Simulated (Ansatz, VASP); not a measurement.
## Pb: VASP beside Ansatz

INCAR

```
  PREC = Accurate
  ENCUT = 520
  EDIFF = 1E-6
  ISMEAR = 0
  SIGMA = 0.1
  LREAL = False
  LASPH = True
  NELM = 60
  ALGO = Fast
  ISIF = 2
  LWAVE = False
  LCHARG = False
  GGA = PE
  IVDW = 12
  NBANDS = 21
```

Contents of KPOINTS:

```
regular mesh
0
Gamma
  6 6 4
```

File POSCAR:

```
Pb
1.0
    3.4800000000      0.0000000000      0.0000000000
   -1.7400000000      3.0137684052      0.0000000000
    0.0000000000      0.0000000000      5.5900000000
Pb
2
Direct
    0.3333333333      0.6666666667      0.2500000000
    0.6666666667      0.3333333333      0.7500000000
```

Input for Ansatz:

```yaml
crystal:
  lattice:
    - [3.48, 0.0, 0.0]
    - [-1.74, 3.0137684052, 0.0]
    - [0.0, 0.0, 5.59]
  atoms:
    - { symbol: Pb, position: [0.3333333333, 0.6666666667, 0.25] }
    - { symbol: Pb, position: [0.6666666667, 0.3333333333, 0.75] }
basis:
  ecutwfc: 420
kpoints:
  mp_grid: { grid: [6, 6, 4] }
hamiltonian:
  xc: pbe
  dispersion: d3bj
scf:
  occupations: { method: gaussian, width: 0.1 }
output:
  forces: true
  stress: true
  eigenvalues: true
```

This isn't the form of Pb at room conditions, which is fcc.

Alike in both runs: task single point; functional PBE; dispersion D3(BJ); k mesh 6 × 6 × 4; occupations gaussian, width 0.1 eV; no spin polarisation.

```csv
,VASP,Ansatz
version,VASP 6.6.1,Ansatz 0.2.0
potentials or method,"VASP PAW PBE potentials, release 64 (Pb_d)","scalar-relativistic, plane waves, PAW"
plane-wave cutoff (eV),520,420
valence electrons in the cell,28,28
```

|  | VASP | Ansatz | Ansatz less VASP |
| --- | --- | --- | --- |
| gap on the k mesh at the Fermi level (eV) | none | none | - |
| pressure (GPa) | 2.1 | 2.2 | +0.03 |
| largest component of the traceless stress (GPa) | 1.17 | 1.18 | +0.010 |

A gap of «none» marks a metal or a gap that the smearing closes.

Caveats: pairwise dispersion overbinds metals, which lowers pressure and volume. Spin-orbit coupling is left out, which matters for the levels of Pb.
